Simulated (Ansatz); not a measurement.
## Trial inputs on Ca

All trials start from this Ansatz input:

```yaml
crystal:
  lattice:
    - [-2.2052049036, 2.2052049036, 2.19611481]
    - [2.2052049036, -2.2052049036, 2.19611481]
    - [2.2052049036, 2.2052049036, -2.19611481]
  atoms:
    - { symbol: Ca, position: [0.5, 0.5, 0.0] }
basis:
  ecutwfc: 420
kpoints:
  mp_grid: { grid: [6, 6, 6] }
hamiltonian:
  xc: pbe
scf:
  occupations: { method: gaussian, width: 0.1 }
output:
  forces: true
  stress: true
  eigenvalues: true
```

Command:

```bash
ansatz run input.yaml --threads 1 --pin off --max-ram 1331MiB --backend cpu --events-out ev --progress --plain --runs-dir out
```

The run converges in 6 SCF iterations on 30 irreducible k-points: pressure -0.15 GPa, no gap.

Settings here are deliberately varied, not converged. Each trial's input is given as a difference from the reference's; energies are extrapolated to zero smearing where there is one, and pressure is positive in compression. Charged cells sit in a uniform background, and their pressures hang on that convention.

**Question.** Trial 1:

```diff
 hamiltonian:
-  xc: pbe
+  xc: pbesol
```

How does this run end?

**Answer.** The run converges in 6 SCF iterations on 30 irreducible k-points: pressure -0.79 GPa, no gap.

**Question.** Trial 2:

```diff
 basis:
+  ecutrho_ratio: 12
 kpoints:
-  mp_grid: { grid: [6, 6, 6] }
+  mp_grid: { kspacing: 0.63 }
 scf:
-  occupations: { method: gaussian, width: 0.1 }
+  occupations: { method: fermi_dirac }
 output:
+  dos: { projected: true }
```

What happens?

**Answer.** The run converges in 6 SCF iterations on 13 irreducible k-points: energy 2.57 meV per atom above the reference, pressure -0.22 GPa, no gap.

**Question.** Trial 3:

```diff
-basis:
-  ecutwfc: 420
+basis: {}
 hamiltonian:
-  xc: pbe
+  xc: rpbe
+  pseudopotentials: { kind: nc }
 output:
+  dos: { method: smearing }
```

How does this run end?

**Answer.** The run converges in 6 SCF iterations on 30 irreducible k-points: at 925 eV, the cutoff that these potentials take when none is typed, pressure 0.73 GPa, no gap.

**Question.** Trial 4 (volume scaled):

```diff
 crystal:
   lattice:
-    - [-2.2052049036, 2.2052049036, 2.19611481]
-    - [2.2052049036, -2.2052049036, 2.19611481]
-    - [2.2052049036, 2.2052049036, -2.19611481]
+    - [-2.1051774066, 2.1051774066, 2.0964996372]
+    - [2.1051774066, -2.1051774066, 2.0964996372]
+    - [2.1051774066, 2.1051774066, -2.0964996372]
 basis:
-  ecutwfc: 420
+  ecutwfc: "15 Ry"
 scf:
+  self_checks: high
 output:
+  efg: {}
```

What happens?

**Answer.** The run converges in 6 SCF iterations on 30 irreducible k-points: energy 1.20 eV per atom above the reference, pressure 2.63 GPa (unreliable at so low a cutoff), no gap. It warns that the cutoff lies under the recommended one, 420 eV for these potentials.

**Question.** Trial 5:

```diff
 kpoints:
-  mp_grid: { grid: [6, 6, 6] }
+  mp_grid: { grid: [4, 2, 1], shift: [0, 0, 0.5] }
 scf:
-  occupations: { method: gaussian, width: 0.1 }
+  occupations: { method: cold }
+  mixing:
+    algorithm: anderson
+    beta: 0.33
+    ndim: 3
+    preconditioner: kerker_dos
+  max_iter: 80
+  convergence: { dr2_threshold: "1e-4 eV" }
```

What does the program give?

**Answer.** The run converges in 15 SCF iterations on 6 irreducible k-points: energy 1.36 eV per atom above the reference, pressure 0.78 GPa, no gap. It warns that the SCF threshold is loose for the forces; that not every printed level is settled; that the SCF threshold is loose for the stress; that the mesh lowers the symmetry.

**Question.** Trial 6 (volume scaled):

```diff
 crystal:
   lattice:
-    - [-2.2052049036, 2.2052049036, 2.19611481]
-    - [2.2052049036, -2.2052049036, 2.19611481]
-    - [2.2052049036, 2.2052049036, -2.19611481]
+    - [-2.1647744908, 2.1647744908, 2.1558510558]
+    - [2.1647744908, -2.1647744908, 2.1558510558]
+    - [2.1647744908, 2.1647744908, -2.1558510558]
+total_charge: 2
 scf:
+  n_extra_bands: 5
```

What does the program give?

**Answer.** The run converges in 7 SCF iterations on 30 irreducible k-points: pressure 29.39 GPa (with the neutralising background of the charged cell), gap on the sampled k-points 21.24 eV (the reference is a metal, so it comes from the sampling or the changed settings).

**Question.** Trial 7:

```diff
 basis:
-  ecutwfc: 420
+  ecutwfc: "23 Ha"
 hamiltonian:
+  dispersion: none
 scf:
-  occupations: { method: gaussian, width: 0.1 }
+  occupations: { method: fermi_dirac, width: 0.5 }
```

How does this run end?

**Answer.** The run converges in 6 SCF iterations on 30 irreducible k-points: pressure 0.10 GPa, no gap.

**Question.** Trial 8 (the one atom moved, which only shifts the crystal as a whole):

```diff
 crystal:
   atoms:
-    - { symbol: Ca, position: [0.5, 0.5, 0.0] }
+    - { symbol: Ca, position: [0.54553496, 0.54553496, 0.0] }
 kpoints:
-  mp_grid: { grid: [6, 6, 6] }
+  mp_grid: { grid: [2, 2, 2], shift: [0.05, 0.64, 0.97] }
 hamiltonian:
-  xc: pbe
+  xc: pbesol
 scf:
+  max_iter: 40
 output:
+  dos: {}
```

What does the program give?

**Answer.** The run converges in 6 SCF iterations on 8 irreducible k-points: pressure -1.03 GPa. It warns that the mesh lowers the symmetry.